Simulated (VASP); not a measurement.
# InP: single point with PBE

**What was measured.**

From a printed reference work, data compilation, for a bulk crystal of InP at 1.6 K: band gap 1.4236 eV (direct).

Crystal: InP.

```xyz
2
Lattice="0.0000 2.9305 2.9305 2.9305 0.0000 2.9305 2.9305 2.9305 0.0000" Properties=species:S:1:pos:R:3 pbc="T T T"
In    0.0000    0.0000    0.0000
P     4.3957    4.3957    4.3957
```

* Program: VASP 6.6.1
* Task: single point
* Functional: PBE
* Potentials or basis: VASP PAW PBE potentials, release 64 (In_d, P)
* Cutoff: 520 eV
* k mesh: 8 × 8 × 8
* Occupations: gaussian, width 0.012 eV
* Spin: no spin polarisation
* Further INCAR settings: ALGO = Normal; EDIFF = 1e-07; NBANDS = 16

* Pressure: 3.3 GPa
* Band gap on the k mesh: 0.71 eV, direct

Levels at points of the mesh, in eV from the valence-band top:
```
           k point  band 6  band 7  band 8  band 9  band 10  band 11  band 12  band 13
(0.00, 0.00, 0.00)  -11.52    0.00    0.00    0.00     0.71     4.09     4.09     4.09
(0.50, 0.00, 0.00)   -9.79   -5.73   -0.97   -0.97     1.50     4.81     4.81     7.10
(0.50, 0.50, 0.00)   -9.14   -5.75   -2.32   -2.32     1.76     2.27     9.21     9.60
```

Wall time 15 s on 1 thread of Intel(R) Xeon(R) Platinum 8488C (Sapphire Rapids) (shared host), peak memory 0.17 GiB.

Measured gap of InP: 1.4236 eV (direct; 1.6 K; a printed reference work, data compilation). This calculation gives 0.71 eV (-0.71 eV). Spin-orbit coupling on In is left out. The value is that of PBE, without temperature or zero-point motion. Semilocal functionals fall short of measured gaps as a rule.

Caveat: spin-orbit coupling is left out, which moves the levels of the heavy elements.
